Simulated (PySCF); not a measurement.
Species: norbornadiene, C₇H₈.
Geometry (PBE0-D3(BJ)/def2-SVP, Å), atoms numbered from 1 in this order:
```
atom  x, y, z in Å
C1     1.320    0.534   -0.464
C2     1.225   -0.798   -0.402
C3    -0.112   -1.120    0.281
C4    -1.230   -0.634   -0.651
C5    -1.135    0.697   -0.714
C6     0.047    1.104    0.176
C7    -0.137    0.050    1.295
H8     2.105    1.131   -0.929
H9     1.915   -1.540   -0.805
H10   -0.219   -2.140    0.671
H11   -1.918   -1.285   -1.193
H12   -1.727    1.386   -1.318
H13    0.088    2.161    0.470
H14   -1.097    0.143    1.825
H15    0.701    0.023    2.008
```

Computed with PBE0-D3(BJ)/def2-SVP geometry optimisation, gas phase in PySCF 2.14.0.

Take the most abundant isotopes and a rigid rotor. 

Give the principal moments of inertia and the rotational constants in MHz.

Ia = 117.21, Ib = 139.29, Ic = 158.01 u·Å²; 505379 MHz·u·Å²/I gives A = 4312, B = 3628, C = 3198 MHz.

Classify the top.

An asymmetric top: κ = (2 × 3628 − 4312 − 3198)/(4312 − 3198) = -0.23.

Is it planar, by Δ = Ic − Ia − Ib?

Not planar: Δ = Ic − Ia − Ib = -98.49 u·Å². For a rigid frame Δ = −2 Σ m c², so Σ m c² = 49.24 u·Å² lies off the ab plane: 12.87 from hydrogen and 36.38 from heavier atoms. The atom farthest from that plane is 1.98 Å away.

Give the other two planar moments, Paa and Pbb, and the rms extents of the mass along the axes.

Paa = Σ m a² = (Ib + Ic − Ia)/2 = 90.05 and Pbb = Σ m b² = (Ia + Ic − Ib)/2 = 67.96 u·Å². With the mass M = 92.06 u, the rms extents √(P/M) along a, b and c are 0.99, 0.86, 0.73 Å.

Where do the levels up to J = 2 lie, in cm⁻¹?

Above 0(0,0):
J = 1: 1(0,1) 0.2277, 1(1,1) 0.2505, 1(1,0) 0.2648
J = 2: 2(0,2) 0.6782, 2(1,2) 0.6916, 2(1,1) 0.7346, 2(2,1) 0.8030, 2(2,0) 0.8080
Those of J = 1 are B + C, A + C and A + B.

The dipole components are |μa| = 0.00 D, |μb| = 0.00 D, |μc| = 0.02 D.

Estimate the classical rotational partition function at 50 K, 200 K and 298.15 K.

Point group C2v, symmetry number σ = 2; q = (√π/σ)·√((kT/h)³/(ABC)), k/h = 20836.6 MHz/K: 4210 at 50 K, 33700 at 200 K, 61300 at 298.15 K.

Not checked by PBE0-D3(BJ)/def2-SVP frequencies. These are rigid-rotor constants of the computed structure; measured ground-state constants (B0) also hold zero-point vibration.
